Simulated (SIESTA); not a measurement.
Crystal: ZnO (zincite).

```
Zn O
1.0
     3.24931    0.00000    0.00000
    -1.62465    2.81398    0.00000
     0.00000    0.00000    5.20571
Zn O
2 2
Direct
  0.66667 0.33333 0.00000
  0.33333 0.66667 0.50000
  0.33333 0.66667 0.87901
  0.66667 0.33333 0.37901
```

Base run:

```yaml
Program: SIESTA 5.4.2
Functional: PBE
Potentials_or_basis: PseudoDojo 0.4 standard (PBE files)
Basis: DZP (energy shift 0.003 Ry; two zetas on semicore shells)
Grid_cutoff: 800 Ry
Energy_shift: 0.003 Ry
k_mesh: 9 × 9 × 5
Occupations: fermi-dirac, width 0.05 eV
Spin: no spin polarisation
```

Its results: band gap on the k mesh 1.01 eV, direct; pressure 5.7 GPa; largest force 0.095 eV/Å.

Task: After a change of settings the same cell gave: band gap on the k mesh 0.95 eV, direct; pressure 1.6 GPa; largest force 0.091 eV/Å. Which change was it?
A. functional from PBE to vdW-DF-cx
B. functional from PBE to PBEsol; potentials or basis from PseudoDojo 0.4 standard (PBE files) to PseudoDojo 0.4 standard (PBEsol files)
C. basis from DZP (energy shift 0.003 Ry; two zetas on semicore shells) to DZP (energy shift 0.002 Ry); energy shift from 0.003 Ry to 0.002 Ry
D. functional from PBE to BLYP

Result: A.

Caveats: short orbitals over semicore shells can move pressures by several GPa; the valence orbitals were made in a potential fitted to the semicore shell under them, which widens gaps by tenths of an eV or more; the basis of atomic orbitals isn't converged, which shifts pressures, moduli and gaps; an odd mesh through Γ misses points on the zone boundary, where band edges often lie (some runs); the potentials were made for another functional, which shifts forces and pressure (some runs).

Not every run made on this cell is shown here.
